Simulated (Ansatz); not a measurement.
**Structures of SnTe: which is lowest?**

Plane-wave DFT in Ansatz with scalar-relativistic PAW potentials, cutoff 420 eV, Γ-centred meshes chosen by cell and gap, Gaussian smearing with energies taken to zero width. Every cell was relaxed (cell and atoms) in a run of its own, within the symmetry of its start. Functional: PBE.

Relaxed structures (starts from databases or built by putting these elements on another compound's sites):
A. P6_3mc, 4 atoms in the computed cell, a = 5.427 Å, c = 6.510 Å; sites (symmetry × multiplicity) Sn 3m. × 2, Te 3m. × 2; start: built
B. P2_13, 8 atoms in the computed cell, a = 6.411 Å; sites (symmetry × multiplicity) Sn .3. × 4, Te .3. × 4; start: built
C. Fd-3m, 4 atoms in the computed cell, a = 7.713 Å; sites (symmetry × multiplicity) Sn -43m × 8, Te -43m × 8; start: built
D. R-3m, 4 atoms in the computed cell, a = 4.338 Å, c = 27.793 Å; sites (symmetry × multiplicity) Sn 3m × 6, Te 3m × 6; start: built
E. P4/nmm, 4 atoms in the computed cell, a = 5.530 Å, c = 4.441 Å; sites (symmetry × multiplicity) Sn 4mm × 2, Te -4m2 × 2; start: built
F. F-43m, 2 atoms in the computed cell, a = 7.222 Å; sites (symmetry × multiplicity) Sn -43m × 4, Te -43m × 4; start: database

**Question.** Rank them by energy. Could pressure change the order?

**Answer.**
| structure | group | E − E(lowest) (meV/atom) | V (Å³/atom) | gap on mesh (eV) |
| --- | --- | --- | --- | --- |
| B | P2_13 | 0.0 | 32.93 | 0.05 |
| D | R-3m | 41 | 37.74 | 0.25 |
| A | P6_3mc | 116 | 41.52 | 0.63 |
| E | P4/nmm | 195 | 33.96 | 0.00 |
| F | F-43m | 250 | 47.09 | 0.09 |
| C | Fd-3m | 428 | 28.68 | 0.00 |

B is lowest, 41 meV/atom under D. C is denser by 4.25 Å³/atom, so pressure favours it: ΔE/ΔV, with ΔE in eV and 1 eV/Å³ = 160.2 GPa, gives about 16 GPa for equal enthalpy if both cells were rigid; at such pressures compression changes ΔV much, so this is a scale only. Other structures may lie lower than all of these, and vibrations aren't counted.

Spin-orbit coupling is left out, which matters for the bands of heavy elements.